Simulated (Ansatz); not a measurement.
# W: the cost of one run

Computed with Ansatz 0.2.0 (DFT PBE, scalar-relativistic, plane waves, PAW, unless a step's input says otherwise).

### 1 The system as given

Symmetry: Im-3m, No. 229, cubic system. Conventional cell: a = 3.170 Å, b = 3.170 Å, c = 3.170 Å, α = 90.00°, β = 90.00°, γ = 90.00°. Around W (site symmetry m-3m) lie 8 W at 2.75 Å.

Structure file:

```
W
1.0
    -1.58516    1.58516    1.58516
     1.58516   -1.58516    1.58516
     1.58516    1.58516   -1.58516
W
1
Direct
  0.00000 0.00000 0.00000
```

This is candidate A: structure listed in a database for this formula (Im-3m, No. 229).

(A quick probe on a coarse mesh, which set the mesh and smearing, is not shown.)

### 3 Rough relaxation on the coarse mesh (candidate A)

Input file input.yaml:

```yaml
crystal:
  lattice:
    - [-1.5851577801, 1.5851577801, 1.5851577801]
    - [1.5851577801, -1.5851577801, 1.5851577801]
    - [1.5851577801, 1.5851577801, -1.5851577801]
  atoms:
    - { symbol: W, position: [0.0, 0.0, 0.0] }
basis:
  ecutwfc: 420
kpoints:
  mp_grid: { grid: [8, 8, 8] }
hamiltonian:
  xc: pbe
scf:
  occupations: { method: gaussian, width: 0.1 }
  lower_state_search: "off"
output:
  forces: true
  stress: true
  eigenvalues: true
relax:
  adjacent_minimum: "off"
  f_tol: 0.04
  max_steps: 70
  cell: { stress_tol: 0.4 }
```

Q: Estimate wall time and peak memory on 1 thread of an Arm CPU, shared host.

About 2.2 s, with a peak of 0.26 GiB.
